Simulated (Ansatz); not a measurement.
# As (Pm-3m) in Ansatz: further runs

Aim: see how the results for As move with the level of theory and the settings. Levels: RPBE, revPBE, BLYP. Tasks: relaxation of cell and atoms.

Everything below comes from runs of Ansatz 0.2.0. Logs are shortened: lines on timing, memory, paths and dates and some standing lists are left out, and cuts for length are marked.

## Step 1: The structure

It takes space group Pm-3m (No. 221, cubic). Conventional cell: a = 2.704 Å, b = 2.704 Å, c = 2.704 Å, α = 90.00°, β = 90.00°, γ = 90.00°. As (site symmetry m-3m) has 6 As at 2.70 Å as nearest neighbours.

This isn't the form of As at room conditions, which is rhombohedral.

## Step 2: Relaxation of cell and atoms, RPBE

Contents of input.yaml:

```yaml
crystal:
  lattice:
    - [2.7036817444, 0.0, 0.0]
    - [0.0, 2.7036817444, 0.0]
    - [0.0, 0.0, 2.7036817444]
  atoms:
    - { symbol: As, position: [0.5, 0.5, 0.5] }
hamiltonian:
  xc: rpbe
  pseudopotentials: { kind: paw }
kpoints:
  mp_grid: { grid: [10, 10, 10] }
scf:
  occupations: { method: fermi_dirac, width: 0.05 }
output:
  forces: true
  stress: true
  eigenvalues: true
relax:
  f_tol: 0.01
  max_steps: 40
  cell: { stress_tol: 0.05 }
```

Potentials or basis: Ansatz PAW.

The run is started by

```bash
ansatz run input.yaml --threads 2 --pin off --max-ram 5632MiB --backend cpu --events-out ev --progress --plain --runs-dir out
```

Standard output:

```text
Warning: RAYON_NUM_THREADS=2 ignored (pool sized by the plan → 2); use --threads N
Engine: ansatz 0.2.0, aarch64-unknown-linux-gnu
Pseudopotentials: kind: paw
Pseudopotential: As, paw, valence charge 15, recommended cutoff 420 eV (normal), As.paw.azcp
Functional definition: RPBE
  parameter kappa = 0.804
  parameter beta = 0.06672455060314922
  exchange = rpbe_x(kappa = kappa, mu = beta*pi^2/3)
  correlation = pbe_c(beta = beta)
Crystal: 1 atoms, lattice volume = 19.764 Å³
Basis set: ecut = 420 eV, 389 PW (Γ), exchange–correlation on 40×40×40 points (8 copies of the dense FFT grid, shifted against one another)
Bands: 12, of which v1, the nominal top of the filled ones, is band 8 counted from 1 (7 counted from 0)
Symmetry: 48 space group operations
Space group: Pm-3m (ITA 221), of the structure as read, at distance tolerance 2.7e-5 Å
k-points: 56 of 1000
Non-local potential: As, projectors of the file, l = 0: 2, l = 1: 2, l = 2: 3, l = 3: 1
PAW form: soft (Blöchl's): semilocal exchange-correlation on the pseudo side does not see the compensation charge
PAW frozen core: As, regenerated for the run's functional, and the local potential with it (the file was generated under x = pbe(κ = 0.804, μ = 0.2195149727645171), c = pbe(β = 0.06672455060314922))
PAW one-centre angular grid: As, 590 points (default); XC on 64 Gauss nodes
Initial density: superposition of atomic densities (neutral atoms: chi_scale 0, normalization atom), corrected by the library's trained network
Initial wavefunctions: pseudopotential atomic-orbital guess
Functional: x = rpbe, c = pbe(β = 0.06672455060314922)
SCF iter   1: F=—  HF=-4861.843184 eV  |F-HF|=—  |Δ(HF+E_count)|=         —  Δρ=2.21e-3  dr2=4.28e-4  ethr=1.77e-3  ⟨swp⟩=5.5  Hψ=3988  notcnv=0
preconditioner: auto → none  [insulator: Δε(μ)=0.137 eV  Ē_g=15.084 eV  σ=0.050 eV  W_gap=0.50  n_scr=6 (ndim 8)  ℏωp=18.7 eV  f_vac=0.001  D(μ)=0.29/eV (n_scr^D=0)  ε∞_Penn≈2.5]
SCF iter   2: F=—  HF=-4861.843234 eV  |F-HF|=—  |Δ(HF+E_count)|=   4.97e-5  Δρ=1.23e-3  dr2=1.36e-4  ethr=2.85e-6  ⟨swp⟩=2.0  Hψ=1527  notcnv=0
SCF iter   3: F=—  HF=-4861.843342 eV  |F-HF|=—  |Δ(HF+E_count)|=   1.08e-4  Δρ=3.51e-4  dr2=1.37e-5  ethr=9.07e-7  ⟨swp⟩=2.2  Hψ=803  notcnv=0
SCF iter   4: F=—  HF=-4861.843357 eV  |F-HF|=—  |Δ(HF+E_count)|=   1.54e-5  Δρ=3.86e-5  dr2=3.56e-7  ethr=9.13e-8  ⟨swp⟩=2.7  Hψ=1037  notcnv=0
iter 5 did not close the SCF: its close was put off for the readings that it lacked (scf_convergence_deferred on its scf_iter line)
SCF iter   5: F=-4861.843357 eV  HF=-4861.843357 eV  |F-HF|=5.41e-8  |Δ(HF+E_count)|=   1.27e-7  Δρ=1.47e-5  dr2=4.82e-8  ethr=2.38e-9  ⟨swp⟩=2.3  Hψ=1031  notcnv=0
SCF iter   6: F=-4861.843357 eV  HF=-4861.843357 eV  |F-HF|=2.51e-9  |Δ(HF+E_count)|=   2.94e-8  Δρ=3.05e-6  dr2=1.93e-9  ethr=3.21e-10  ⟨swp⟩=3.3  Hψ=2464  notcnv=0
SCF 1 converged in 6 iterations: F = -4861.843357 eV  dr2 = 1.93e-9
relax step   1: F+E_penalty+E_count = -4861.84335699 eV  Δ(F+E_penalty+E_count) = +0.000e0 eV  max|allowed force component| = 0.000e0 eV/Å  Δτ_max = 0.0000 Å  P = +3.840 GPa  Ω = 19.764 Å³  (6 SCF iters, dr2 threshold 1.00e-7 eV, accepted)
Crystal: 1 atoms, lattice volume = 21.010 Å³
Basis set: ecut = 420 eV, 437 PW (Γ), exchange–correlation on 40×40×40 points (8 copies of the dense FFT grid, shifted against one another)
Initial density: handed on by an earlier stage of this run
Initial wavefunctions: those handed on with the density
iter 1 solved again at ethr=4.93e-6 eV; its pass at ethr=3.10e-3 eV (dr2=7.40e-4 eV) is discarded
SCF iter   1: F=—  HF=-4861.852379 eV  |F-HF|=—  |Δ(HF+E_count)|=         —  Δρ=1.78e-3  dr2=7.34e-4  ethr=4.93e-6  ⟨swp⟩=1.8  Hψ=5152  notcnv=0
preconditioner: auto → none  [insulator: Δε(μ)=0.133 eV  Ē_g=14.631 eV  σ=0.050 eV  W_gap=0.58  n_scr=6 (ndim 8)  ℏωp=18.1 eV  f_vac=0.010  D(μ)=0.24/eV (n_scr^D=0)  ε∞_Penn≈2.5]
SCF iter   2: F=—  HF=-4861.852648 eV  |F-HF|=—  |Δ(HF+E_count)|=   2.69e-4  Δρ=9.47e-4  dr2=1.90e-4  ethr=4.90e-6  ⟨swp⟩=1.9  Hψ=817  notcnv=0
SCF iter   3: F=—  HF=-4861.852791 eV  |F-HF|=—  |Δ(HF+E_count)|=   1.43e-4  Δρ=1.29e-4  dr2=3.51e-6  ethr=1.27e-6  ⟨swp⟩=2.7  Hψ=1017  notcnv=0
SCF iter   4: F=—  HF=-4861.852798 eV  |F-HF|=—  |Δ(HF+E_count)|=   6.86e-6  Δρ=3.58e-5  dr2=1.42e-7  ethr=2.34e-8  ⟨swp⟩=2.0  Hψ=1096  notcnv=0
SCF iter   5: F=-4861.852798 eV  HF=-4861.852798 eV  |F-HF|=1.48e-9  |Δ(HF+E_count)|=   3.76e-7  Δρ=2.55e-6  dr2=1.62e-9  ethr=6.67e-10  ⟨swp⟩=5.7  Hψ=3137  notcnv=0
SCF 2 converged in 5 iterations: F = -4861.852798 eV  dr2 = 1.62e-9
relax step   2: F+E_penalty+E_count = -4861.85279807 eV  Δ(F+E_penalty+E_count) = -9.441e-3 eV  max|allowed force component| = 0.000e0 eV/Å  Δτ_max = 0.0000 Å  P = -1.113 GPa  Ω = 21.010 Å³  energy of the carried Pulay correction = -1.594e-4 eV  (5 SCF iters, dr2 threshold 1.00e-7 eV, accepted)
Crystal: 1 atoms, lattice volume = 20.716 Å³
iter 1 solved again at ethr=2.42e-7 eV; its pass at ethr=3.10e-3 eV (dr2=3.63e-5 eV) is discarded
SCF iter   1: F=—  HF=-4861.853916 eV  |F-HF|=—  |Δ(HF+E_count)|=         —  Δρ=3.90e-4  dr2=3.47e-5  ethr=2.42e-7  ⟨swp⟩=2.3  Hψ=5026  notcnv=0
preconditioner: auto → none  [insulator: Δε(μ)=0.111 eV  Ē_g=14.731 eV  σ=0.050 eV  W_gap=0.50  n_scr=6 (ndim 8)  ℏωp=18.2 eV  f_vac=0.002  D(μ)=0.25/eV (n_scr^D=0)  ε∞_Penn≈2.5]
SCF iter   2: F=—  HF=-4861.853935 eV  |F-HF|=—  |Δ(HF+E_count)|=   1.95e-5  Δρ=2.05e-4  dr2=8.60e-6  ethr=2.31e-7  ⟨swp⟩=2.0  Hψ=956  notcnv=0
SCF iter   3: F=—  HF=-4861.853941 eV  |F-HF|=—  |Δ(HF+E_count)|=   5.71e-6  Δρ=3.04e-5  dr2=1.95e-7  ethr=5.73e-8  ⟨swp⟩=2.6  Hψ=1004  notcnv=0
SCF iter   4: F=-4861.853941 eV  HF=-4861.853941 eV  |F-HF|=1.27e-8  |Δ(HF+E_count)|=   1.84e-7  Δρ=7.56e-6  dr2=5.94e-9  ethr=6.67e-10  ⟨swp⟩=5.2  Hψ=3182  notcnv=0
SCF 3 converged in 4 iterations: F = -4861.853941 eV  dr2 = 5.94e-9
relax step   3: F+E_penalty+E_count = -4861.85394085 eV  Δ(F+E_penalty+E_count) = -1.143e-3 eV  max|allowed force component| = 0.000e0 eV/Å  Δτ_max = 0.0000 Å  P = -0.082 GPa  Ω = 20.716 Å³  energy of the carried Pulay correction = -1.227e-4 eV  (4 SCF iters, dr2 threshold 1.00e-7 eV, accepted)
Crystal: 1 atoms, lattice volume = 20.695 Å³
iter 1 solved again at ethr=1.57e-9 eV; its pass at ethr=3.10e-3 eV (dr2=2.35e-7 eV) is discarded
SCF iter   1: F=—  HF=-4861.853940 eV  |F-HF|=—  |Δ(HF+E_count)|=         —  Δρ=3.26e-5  dr2=2.29e-7  ethr=1.57e-9  ⟨swp⟩=2.3  Hψ=4837  notcnv=0
preconditioner: auto → none  [metal: Δε(μ)=0.109 eV  Ē_g=14.739 eV  σ=0.050 eV  W_gap=0.50  n_scr=6 (ndim 8)  ℏωp=18.3 eV  f_vac=0.003  D(μ)=0.25/eV (n_scr^D=0)]
SCF iter   2: F=—  HF=-4861.853949 eV  |F-HF|=—  |Δ(HF+E_count)|=   9.34e-6  Δρ=1.78e-5  dr2=6.22e-8  ethr=1.53e-9  ⟨swp⟩=2.5  Hψ=1013  notcnv=0
SCF iter   3: F=-4861.853949 eV  HF=-4861.853949 eV  |F-HF|=3.51e-9  |Δ(HF+E_count)|=   6.24e-8  Δρ=2.70e-6  dr2=1.55e-9  ethr=1.11e-10  ⟨swp⟩=2.7  Hψ=2394  notcnv=0
SCF 4 converged in 3 iterations: F = -4861.853949 eV  dr2 = 1.55e-9
relax step   4: F+E_penalty+E_count = -4861.85394934 eV  Δ(F+E_penalty+E_count) = -8.490e-6 eV  max|allowed force component| = 0.000e0 eV/Å  Δτ_max = 0.0000 Å  P = -0.003 GPa  Ω = 20.695 Å³  energy of the carried Pulay correction = -1.200e-4 eV  (3 SCF iters, dr2 threshold 1.67e-8 eV, accepted)
Initial wavefunctions: pseudopotential atomic-orbital guess (no wavefunctions were taken with the density)
iter 1 solved again at ethr=2.75e-8 eV; its pass at ethr=3.10e-3 eV (dr2=4.13e-6 eV) is discarded
SCF iter   1: F=—  HF=-4861.854061 eV  |F-HF|=—  |Δ(HF+E_count)|=         —  Δρ=4.63e-5  dr2=4.68e-8  ethr=2.75e-8  ⟨swp⟩=2.9  Hψ=5725  notcnv=0
SCF iter   2: F=—  HF=-4861.854072 eV  |F-HF|=—  |Δ(HF+E_count)|=   1.14e-5  Δρ=2.50e-5  dr2=1.99e-8  ethr=3.12e-10  ⟨swp⟩=2.0  Hψ=1092  notcnv=0
SCF iter   3: F=—  HF=-4861.854073 eV  |F-HF|=—  |Δ(HF+E_count)|=   7.49e-7  Δρ=6.98e-6  dr2=1.19e-9  ethr=1.32e-10  ⟨swp⟩=2.0  Hψ=813  notcnv=0
SCF iter   4: F=—  HF=-4861.854073 eV  |F-HF|=—  |Δ(HF+E_count)|=   6.02e-8  Δρ=9.25e-7  dr2=5.27e-11  ethr=7.92e-12  ⟨swp⟩=2.0  Hψ=1093  notcnv=0
SCF iter   5: F=-4861.854073 eV  HF=-4861.854073 eV  |F-HF|=1.82e-12  |Δ(HF+E_count)|=  3.90e-10  Δρ=4.66e-8  dr2=2.66e-13  ethr=1.00e-12  ⟨swp⟩=4.9  Hψ=2236  notcnv=0
SCF 5 converged in 5 iterations: F = -4861.854073 eV  dr2 = 2.66e-13
relax step   5: F+E_penalty+E_count = -4861.85407326 eV  Δ(F+E_penalty+E_count) = -1.239e-4 eV  max|allowed force component| = 0.000e0 eV/Å  Δτ_max = 0.0000 Å  P = +0.000 GPa  Ω = 20.695 Å³  stress off target by 3.13e-4 GPa  SCF on the basis re-selected at this cell (its energy is not comparable with the rows above)  (5 SCF iters)
basis re-selected at this cell: Δ(F+E_penalty+E_count) = -1.239e-4 eV, ΔP = +0.003 GPa vs the last step (what re-selecting the basis moved, of the pressure what is left beyond the Pulay correction that the steps carried, after the strain that the cell walked since its last selection, with what the two solves' SCF thresholds leave and, on support functions, any second-order correction that the steps lacked; it is no measure of the basis error at this ecutwfc). This SCF's stress stands 3.13e-4 GPa from its target on what of the cell is left free (relax.cell.stress_tol is 5.00e-2 GPa) and its largest allowed force component is 0.00e0 eV/Å (relax.f_tol is 1.00e-2 eV/Å): within both
SCF converged after 5 iterations
Free energy (F): -4861.854073 eV
Harris-Foulkes:  -4861.854073 eV  (|F-HF|=1.82e-12)
Internal energy: -4861.851940 eV  (E = F + TS)
E sigma→0 (E₀):  -4861.853007 eV
Entropy (-TS):   -0.002133 eV (-2.133 meV/atom)
Fermi energy:    10.987905 eV
--- Per-component energies (eV) ---
  E_band       = -223.882605
  E_kinetic    = 101.745970
  E_local      = -1586.569059  (includes V_loc(G=0)·N_el)
  E_nonlocal   = -672.096204
  E_hartree    = 888.600668
  E_xc         = -78.990387
  E_vxc        = -78.789537  (∫ρ·V_xc dr)
  E_paw        = -1840.176784  (= ΣΔE_a)
  E_vpaw       = 234.624882  (= ΣTr[D̂ρ^β])
  E_aug_tail   = 0.000006  (compensation charges beyond the density's cutoff)
  E_ewald      = -1674.131997
  E_core_change = -0.234155  (= ΣΔE_core)
  E_smearing   = -0.002133  (= −TS)
  E_closure    = -0.000000  (closes the sum)
  Σ components = -4861.854073   (vs F -4861.854073, Δ=0.00e0)
--- Forces (eV/Å), atoms counted from 1 ---
  atom   1  As    -0.00000000     0.00000000     0.00000000
  max |Σ_I F_I| component: 1.31e-31 eV/Å
--- Stress (GPa, compression-positive) ---
        0.000313       0.000000      -0.000000
        0.000000       0.000313       0.000000
       -0.000000       0.000000       0.000313
  P = ⅓ Tr σ = 0.0003 GPa (0.003 kbar)
--- Band table (eV; the first three rows and the last of 56) ---
  k-point 0: bands = ["-24.9586", "-24.9586", "-24.8717", "-24.8717", "-24.8717", "-3.5290", "15.0276", "15.0276", "15.0276", "19.5392", "19.5392", "21.3140"]
  k-point 1: bands = ["-24.9583", "-24.9511", "-24.8739", "-24.8739", "-24.8716", "-3.3530", "13.0929", "15.1808", "15.1808", "19.7016", "20.6581", "22.6310"]
  k-point 2: bands = ["-24.9574", "-24.9314", "-24.8795", "-24.8795", "-24.8711", "-2.8357", "10.1469", "15.6168", "15.6168", "20.1771", "21.4122", "26.1883"]
  k-point 55: bands = ["-24.9190", "-24.9190", "-24.9190", "-24.8336", "-24.8336", "5.8385", "9.2844", "9.2844", "9.2844", "17.0739", "17.0739", "17.0739"]
--- Relaxed structure (4 steps of the walk, 4 accepted, 1 SCFs on fresh bases) ---
  F+E_penalty+E_count = -4861.85407326 eV   max|allowed force component| = 0.000e0 eV/Å   (the final SCF, on the basis selected at the relaxed cell)
  cell:  # Å, volume = 20.6947 Å³
    - [2.74548766957233, -2.377319775102994e-33, -3.891983429282539e-34]
    - [-2.377319775102994e-33, 2.74548766957233, 0.0]
    - [-3.891983429282539e-34, 0.0, 2.74548766957233]
  atoms:
    - { symbol: As, position: [0.49999999999999994, 0.49999999999999994, 0.49999999999999994] }
```

It took 2.2 s on 2 threads of Arm Neoverse V2, shared host; peak memory 0.28 GiB.

What came out:

| Quantity | Value |
| --- | --- |
| Free energy | -4861.8541 eV |
| Relaxed volume | 20.69 Å³/atom |
| Relaxed cell | a = 2.745 Å, b = 2.745 Å, c = 2.745 Å, α = 90.00°, β = 90.00°, γ = 90.00° |
| Space group after relaxing (to 0.05 Å) | Pm-3m (No. 221) |
| Energy gained by relaxing | 10.7 meV/atom |
| Ionic steps | 5 |
| Pressure after relaxing | 0.0 GPa |
| Band gap on the k mesh | none (metal or under the smearing width) |

The path:
```tsv
step	energy change (eV)	largest force (eV/Å)	volume (Å³)
1	0.0000	0.0000	19.76
2	-0.0094	0.0000	21.01
3	-0.0106	0.0000	20.72
4	-0.0106	0.0000	20.69
5	-0.0107	0.0000	20.69
```

Final structure:
```
As
1.0
     2.74549    0.00000    0.00000
     0.00000    2.74549    0.00000
     0.00000    0.00000    2.74549
As
1
Direct
  0.50000 0.50000 0.50000
```

Caveat: the plane-wave basis is chosen anew once the cell has moved, so the energies of steps on either side of that aren't comparable; the PAW data sets come from PBE, with cores solved anew for the run's functional, which leaves a small shift of forces and pressure.

## Step 3: Relaxation of cell and atoms, revPBE

Edit input.yaml of step 2 so:

```diff
@@ -8,3 +8,3 @@
 hamiltonian:
-  xc: rpbe
+  xc: revpbe
   pseudopotentials: { kind: paw }
```

Potentials or basis: Ansatz PAW.

The run is started by

```bash
ansatz run input.yaml --threads 2 --pin off --max-ram 5632MiB --backend cpu --events-out ev --progress --plain --runs-dir out
```

It took 2.2 s on 2 threads of Arm Neoverse V2, shared host; peak memory 0.28 GiB.

The run converged. Its results:

```yaml
Free_energy: -4860.1806 eV
Relaxed_volume: 20.57 Å³/atom
Relaxed_cell: a = 2.740 Å, b = 2.740 Å, c = 2.740 Å, α = 90.00°, β = 90.00°, γ = 90.00°
Space_group_after_relaxing_to_0.05_Å: Pm-3m (No. 221)
Energy_gained_by_relaxing: 8.2 meV/atom
Ionic_steps: 5
Pressure_after_relaxing: 0.0 GPa
Band_gap_on_the_k_mesh: none (metal or under the smearing width)
```

The path:
| step | energy change (eV) | largest force (eV/Å) | volume (Å³) |
| --- | --- | --- | --- |
| 1 | 0.0000 | 0.0000 | 19.76 |
| 2 | -0.0072 | 0.0000 | 20.85 |
| 3 | -0.0081 | 0.0000 | 20.59 |
| 4 | -0.0081 | 0.0000 | 20.57 |
| 5 | -0.0082 | 0.0000 | 20.57 |

Final structure:
```xyz
1
Lattice="2.7401 0.0000 0.0000 0.0000 2.7401 0.0000 0.0000 0.0000 2.7401" Properties=species:S:1:pos:R:3 pbc="T T T"
As    1.3701    1.3701    1.3701
```

Levels at points of the mesh, in eV from the Fermi level:
| k point | band 5 | band 6 | band 7 | band 8 | band 9 | band 10 |
| --- | --- | --- | --- | --- | --- | --- |
| (0.00, 0.00, 0.00) | -35.86 | -14.57 | 4.06 | 4.06 | 4.06 | 8.57 |
| (0.00, 0.00, -0.50) | -35.86 | -11.59 | -6.57 | 6.22 | 6.22 | 11.24 |
| (0.00, -0.50, -0.50) | -35.82 | -8.50 | -4.03 | -4.03 | 2.76 | 8.25 |
| (-0.50, -0.50, -0.50) | -35.82 | -5.13 | -1.71 | -1.71 | -1.71 | 6.08 |

Caveat: the plane-wave basis is chosen anew once the cell has moved, so the energies of steps on either side of that aren't comparable; the PAW data sets come from PBE, with cores solved anew for the run's functional, which leaves a small shift of forces and pressure.

## Step 4: Relaxation of cell and atoms, BLYP

Edit input.yaml of step 3 so:

```diff
@@ -8,3 +8,3 @@
 hamiltonian:
-  xc: revpbe
+  xc: blyp
   pseudopotentials: { kind: paw }
```

The run is started by

```bash
ansatz run input.yaml --threads 2 --pin off --max-ram 5632MiB --backend cpu --events-out ev --progress --plain --runs-dir out
```

It took 2.4 s on 2 threads of Arm Neoverse V2, shared host; peak memory 0.28 GiB.

It converged, with:

| Item | Value |
| --- | --- |
| Free energy | -4866.5272 eV |
| Relaxed volume | 21.96 Å³/atom |
| Relaxed cell | a = 2.800 Å, b = 2.800 Å, c = 2.800 Å, α = 90.00°, β = 90.00°, γ = 90.00° |
| Space group after relaxing (to 0.05 Å) | Pm-3m (No. 221) |
| Energy gained by relaxing | 54.2 meV/atom |
| Ionic steps | 5 |
| Pressure after relaxing | 0.0 GPa |
| Band gap on the k mesh | none (metal or under the smearing width) |

The path:
```csv
step,energy change (eV),largest force (eV/Å),volume (Å³)
1,0.0000,0.0000,19.76
2,-0.0495,0.0000,22.64
3,-0.0535,0.0000,22.07
4,-0.0536,0.0000,21.96
5,-0.0542,0.0000,21.96
```

Final structure:
```
As
1.0
     2.80035    0.00000    0.00000
     0.00000    2.80035    0.00000
     0.00000    0.00000    2.80035
As
1
Cartesian
  1.4002 1.4002 1.4002
```

Levels at points of the mesh, in eV from the Fermi level:
```csv
k point,band 4,band 5,band 6,band 7,band 8,band 9,band 10,band 11
"(0.00, 0.00, 0.00)",-35.81,-35.81,-14.04,3.73,3.73,3.73,8.74,8.74
"(0.00, 0.00, -0.50)",-35.82,-35.81,-11.42,-5.94,5.61,5.61,11.18,13.91
"(0.00, -0.50, -0.50)",-35.83,-35.78,-8.72,-3.67,-3.67,3.41,7.35,15.69
"(-0.50, -0.50, -0.50)",-35.78,-35.78,-5.84,-1.61,-1.61,-1.61,6.48,6.48
```

Caveat: the plane-wave basis is chosen anew once the cell has moved, so the energies of steps on either side of that aren't comparable; the PAW data sets come from PBE, with cores solved anew for the run's functional, which leaves a small shift of forces and pressure.

## Step 5: Overview

```tsv
level	gap on the mesh (eV)	pressure (GPa)	relaxed volume (Å³/atom)
RPBE	none	0.0	20.69
revPBE	none	0.0	20.57
BLYP	none	0.0	21.96
```

Alike in all rows: task relaxation of cell and atoms; potentials or basis Ansatz PAW; no spin polarisation; cell relaxed; k mesh 10 × 10 × 10; cutoff (eV) 420; smearing fermi-dirac 0.05 eV.

Caveats: the plane-wave basis is chosen anew once the cell has moved, so the energies of steps on either side of that aren't comparable; the PAW data sets come from PBE, with cores solved anew for the run's functional, which leaves a small shift of forces and pressure.

Absolute energies hang on the potentials; compare differences alone.
